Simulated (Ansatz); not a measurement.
Crystal: Cu.

```
Cu
1.0
     0.00000    1.80750    1.80750
     1.80750    0.00000    1.80750
     1.80750    1.80750    0.00000
Cu
1
Cartesian
  0.0000 0.0000 0.0000
```

| Quantity | Value |
| --- | --- |
| Program | Ansatz 0.2.0 |
| Task | relaxation of cell and atoms |
| Functional | LDA |
| Potentials or basis | all-electron LAPW, scalar-relativistic |
| Basis error allowed | 0.001 eV/atom |
| k mesh | 13 × 13 × 13 |
| Occupations | fermi-dirac, width 0.05 eV |
| Spin | no spin polarisation |

At the start: volume 11.81 Å³/atom.

Question: Where does the relaxation end?

Answer: Over 6 steps the energy falls by 40.0 meV/atom and the volume is 10.88 Å³/atom (-7.9 %); space group Fm-3m (No. 225, to 0.05 Å).

Step by step:
```csv
step,energy change (eV),largest force (eV/Å),volume (Å³)
1,0.0000,0.0000,11.81
2,-0.0309,0.0000,11.30
3,-0.0396,0.0000,10.80
4,-0.0400,0.0000,10.89
5,-0.0400,0.0000,10.88
6,-0.0400,0.0000,10.88
```

Final structure:
```
CELL_PARAMETERS angstrom
0.00000 1.75875 1.75875
1.75875 0.00000 1.75875
1.75875 1.75875 0.00000
ATOMIC_POSITIONS crystal
Cu 0.00000 0.00000 0.00000
```
